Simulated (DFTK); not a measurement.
A run of DFTK 0.8.2 is set up as follows.

File run.jl:

```julia
using DFTK
using PseudoPotentialData
using Unitful, UnitfulAtomic
using LinearAlgebra, Printf
include("save.jl")
disable_threading()

lines = readlines("Ge.cif")
tag(name) = parse(Float64, split(only(filter(startswith(name), lines)))[2])
a, b, c = tag.(["_cell_length_a", "_cell_length_b", "_cell_length_c"])
α, β, γ = deg2rad.(tag.(["_cell_angle_alpha", "_cell_angle_beta", "_cell_angle_gamma"]))
cx, cy  = cos(β), (cos(α) - cos(β) * cos(γ)) / sin(γ)
lattice = austrip(1u"Å") * [a b*cos(γ) c*cx; 0 b*sin(γ) c*cy; 0 0 c*sqrt(1 - cx^2 - cy^2)]
sites     = split.(lines[findlast(startswith("_atom_site_"), lines)+1:end])
symbols   = [Symbol(s[2]) for s in sites]
positions = [parse.(Float64, s[5:7]) for s in sites]
pseudopotentials = Dict(:Ge => "Ge.upf")
elements = Dict(s => ElementPsp(s, pseudopotentials; rcut=10.0) for s in unique(symbols))
atoms    = [elements[s] for s in symbols]

build_model(lattice, positions; symmetries=true) =
    model_DFT(lattice, atoms, positions;
              functionals=PBEsol(),
              temperature=austrip(0.05u"eV"),
              smearing=Smearing.FermiDirac(),
              symmetries)
Ecut  = 45.0  # hartree
kgrid = [7, 7, 7]
tol   = 1e-6
to_GPa = ustrip(uconvert(u"GPa", 1u"hartree/bohr^3"))

model = build_model(lattice, positions)
basis = PlaneWaveBasis(model; Ecut, kgrid)
display(basis)
scfres = self_consistent_field(basis;
                               tol,
                               nbandsalg=AdaptiveBands(model; n_bands_converge=19))
display(scfres.energies)
@printf "Fermi level: %.6f eV\n" ustrip(auconvert(u"eV", something(scfres.εF, NaN)))
forces = compute_forces_cart(scfres)
println("Forces (eV/Å)")
for (s, f) in zip(symbols, forces)
    @printf "%-3s %12.6f %12.6f %12.6f\n" s ustrip.(auconvert.(u"eV/Å", f))...
end
stress = compute_stresses_cart(scfres)
println("Stress (GPa)")
display(round.(stress * to_GPa; digits=4))
println("Levels at the first k-point (eV): ", round.(ustrip.(auconvert.(u"eV", scfres.eigenvalues[1][1:scfres.n_bands_converge])); digits=4))
save_scf!(scfres; forces, stress)

points = Dict("G" => [0.0, 0.0, 0.0], "K" => [0.375, 0.375, 0.75], "L" => [0.5, 0.5, 0.5], "U" => [0.625, 0.25, 0.625], "W" => [0.5, 0.25, 0.75], "X" => [0.5, 0.0, 0.5])
segments = [("G", "X", 7), ("X", "W", 4), ("W", "K", 3), ("K", "G", 7), ("G", "L", 6), ("L", "U", 4), ("U", "W", 3), ("W", "L", 5), ("L", "K", 4), ("U", "X", 3)]
kcoords = vcat([[points[a] + t * (points[b] - points[a]) for t in range(0, 1, n)] for (a, b, n) in segments]...)
bands = compute_bands(scfres, ExplicitKpoints(kcoords); n_bands=21, tol=1e-5)
for (k, ε) in zip(bands.basis.kpoints, bands.eigenvalues)
    @printf "%d %8.4f %8.4f %8.4f " k.spin k.coordinate...
    println(join([@sprintf("%9.4f", e) for e in ustrip.(auconvert.(u"eV", ε .- scfres.εF))]))
end
results["band_energies"] = rows(bands.eigenvalues); results["band_kpoints"] = rows(kcoords)
```

Contents of Ge.cif:

```cif
data_Ge
_cell_length_a 4.00068289
_cell_length_b 4.00068289
_cell_length_c 4.00068289
_cell_angle_alpha 60.00000000
_cell_angle_beta 60.00000000
_cell_angle_gamma 60.00000000
_space_group_name_H-M_alt 'P1'
_space_group_name_Hall 'P 1'
_space_group_IT_number 1
loop_
_space_group_symop_operation_xyz
'x,y,z'
loop_
_atom_site_label
_atom_site_type_symbol
_atom_site_symmetry_multiplicity
_atom_site_Wyckoff_symbol
_atom_site_fract_x
_atom_site_fract_y
_atom_site_fract_z
_atom_site_occupancy
Ge1 Ge 1 a 0.7500000000 0.7500000000 0.7500000000 1
Ge2 Ge 1 a 0.5000000000 0.5000000000 0.5000000000 1
```

Potentials or basis: SG15 1.2 (PBE).

Launch:

```console
$ julia --threads=1 run.jl  # save.jl only writes the numbers to a file and isn't shown; printed stress counts tension as positive; times include loading and compiling
```

Estimate the band gap along the path.

0.10 eV, direct.

Predict the band gap on the k mesh.

0.10 eV, direct.

Levels at the corners of the path, in eV from the valence-band top:
| point | band 11 | band 12 | band 13 | band 14 | band 15 | band 16 | band 17 | band 18 |
| --- | --- | --- | --- | --- | --- | --- | --- | --- |
| Γ | -12.77 | 0.00 | 0.00 | 0.00 | 0.10 | 2.56 | 2.56 | 2.56 |
| X | -8.87 | -8.87 | -3.08 | -3.08 | 0.71 | 0.71 | 9.55 | 9.55 |
| W | -8.77 | -8.77 | -3.93 | -3.93 | 4.34 | 4.34 | 4.66 | 4.66 |
| K | -9.34 | -8.28 | -4.36 | -2.64 | 1.12 | 4.07 | 7.23 | 7.40 |
| Γ | -12.77 | 0.00 | 0.00 | 0.00 | 0.10 | 2.56 | 2.56 | 2.56 |
| L | -10.67 | -7.60 | -1.40 | -1.40 | 0.19 | 3.73 | 3.73 | 7.03 |
| U | -9.34 | -8.28 | -4.36 | -2.64 | 1.12 | 4.07 | 7.23 | 7.40 |
| W | -8.77 | -8.77 | -3.93 | -3.93 | 4.34 | 4.34 | 4.66 | 4.66 |
| L | -10.67 | -7.60 | -1.40 | -1.40 | 0.19 | 3.73 | 3.73 | 7.03 |
| K | -9.34 | -8.28 | -4.36 | -2.64 | 1.12 | 4.07 | 7.23 | 7.40 |
| U | -9.34 | -8.28 | -4.36 | -2.64 | 1.12 | 4.07 | 7.23 | 7.40 |
| X | -8.87 | -8.87 | -3.08 | -3.08 | 0.71 | 0.71 | 9.55 | 9.55 |

Caveat: the potentials were made for another functional, which shifts forces and pressure.

**Experimental background.**

From “Electronic and optical properties of SixGe1-x-ySny alloys lattice-matched to Ge”, 2021, arxiv:2109.02782, for a bulk crystal of Ge at 300 K: band gap 0.807 eV (direct).

A measured gap of Ge is 0.807 eV (direct; 300 K; “Electronic and optical properties of SixGe1-x-ySny alloys lattice-matched to Ge”, 2021, arxiv:2109.02782); the calculated 0.10 eV misses it by -0.70 eV. 3 values of this kind are on record (0.666 to 0.807 eV); this one was drawn at random among those near their median. Spin-orbit coupling on Ge is left out. The value is that of PBEsol, without temperature or zero-point motion. Semilocal functionals fall short of measured gaps as a rule.
